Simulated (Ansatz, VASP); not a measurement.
Si and the dispersion correction, program beside program

The cell as given:

Symmetry: Fd-3m, No. 227, cubic system. Conventional cell: a = 5.444 Å, b = 5.444 Å, c = 5.444 Å, α = 90.00°, β = 90.00°, γ = 90.00°. Si (site symmetry -43m) has 4 Si at 2.36 Å as nearest neighbours.

Kept alike: task relaxation of cell and atoms; functional revPBE; k mesh 8 × 8 × 8; occupations fermi-dirac, width 0.05 eV; no spin polarisation. The mesh is that of the run's cell of 2 atoms. No spin-orbit coupling.

- A: Ansatz, all-electron LAPW, scalar-relativistic
- B: VASP, PBE PAW files Si, 600 eV, made for PBE

| dispersion correction | A: band gap on the mesh (eV) | B: band gap on the mesh (eV) |
| --- | --- | --- |
| none | 0.714 | 0.709 |
| D3(BJ) | 0.620 | 0.614 |
| D4 | 0.620 | 0.615 |

Values on potentials made for another functional: all of B. Values hold for each row's relaxed cell, which stops near the pressure aimed at (zero). Programs can differ in the three-body term of D3, and some take D4 from an outside library. A gap on the mesh can miss an edge between its points.

Task: How large is the effect of the dispersion correction, and do the programs agree on it?

Result: From none to D3(BJ) the band gap on the mesh moves by -0.094 in A, -0.095 in B (eV). Row by row the programs differ by 0.005 to 0.006, and over this span the shifts, as printed, agree within about 1 %. Shifts from none: D3(BJ) -0.094, -0.095; D4 -0.094, -0.094; the programs' shifts differ by up to 0.001.
